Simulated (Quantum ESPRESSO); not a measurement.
## Y in Quantum ESPRESSO: the effect of target pressure

Y:

```
Y
1.0
     3.64740    0.00000    0.00000
    -1.82370    3.15874    0.00000
     0.00000    0.00000    5.73060
Y
2
Direct
  0.66667 0.33333 0.75000
  0.33333 0.66667 0.25000
```

Alike in all runs:

* Program: Quantum ESPRESSO 7.5
* Task: relaxation of cell and atoms
* Functional: PBE
* Potentials or basis: SSSP 1.3 efficiency PBE
* Cutoff: 857 eV
* Density cutoff: 6884 eV
* k mesh: 8 × 8 × 5
* Occupations: fermi-dirac, width 0.05 eV
* Spin: no spin polarisation

Each run relaxes the cell or the atoms first.

Question: One run gave: relaxed volume 29.54 Å³/atom. Which target pressure did it use?
A. 2 GPa
B. 5 GPa
C. 10 GPa
D. 30 GPa
E. 20 GPa

Answer: B.

```tsv
target pressure	relaxed volume (Å³/atom)
0 GPa	32.90
2 GPa	31.42
5 GPa	29.54
10 GPa	27.14
20 GPa	23.95
30 GPa	21.81
```

Caveats: the volume moved by over 15 % at a fixed basis, so the end points are rough (some runs).
